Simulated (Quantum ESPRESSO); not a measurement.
The system is Mo.

```xyz
1
Lattice="0.0000 2.0150 2.0150 2.0150 0.0000 2.0150 2.0150 2.0150 0.0000" Properties=species:S:1:pos:R:3 pbc="T T T"
Mo    0.0000    0.0000    0.0000
```

This isn't the form of Mo at room conditions, which is bcc.

- Program: Quantum ESPRESSO 7.5
- Task: single point
- Functional: PBE
- Potentials or basis: SSSP 1.3 efficiency PBE
- Cutoff: 816 eV
- Density cutoff: 3265 eV
- k mesh: 11 × 11 × 11
- Occupations: fermi-dirac, width 0.05 eV
- Spin: no spin polarisation

On this cell: pressure -4.6 GPa; band gap on the k mesh none (metal or under the smearing width).

The same run follows on a disturbed copy (cell strained at random at fixed volume):

```xyz
1
Lattice="-0.0048 2.0414 2.0481 1.9775 0.0204 2.0229 1.9919 2.0306 0.0060" Properties=species:S:1:pos:R:3 pbc="T T T"
Mo   -0.0028   -0.0093   -0.0145
```

**Question.** What does the disturbed cell give?

**Answer.** The energy (extrapolated to zero smearing) moves by -4.9 meV/atom; pressure -4.5 GPa; band gap on the k mesh none (metal or under the smearing width).

Stress tensor (GPa, compression positive):
```
-7.61  0.44 -0.56
 0.44 -3.31  0.87
-0.56  0.87 -2.71
```

The energy falls, though the first cell shows no forces: that form is unstable against this distortion, unless noise or another electronic state is at work.
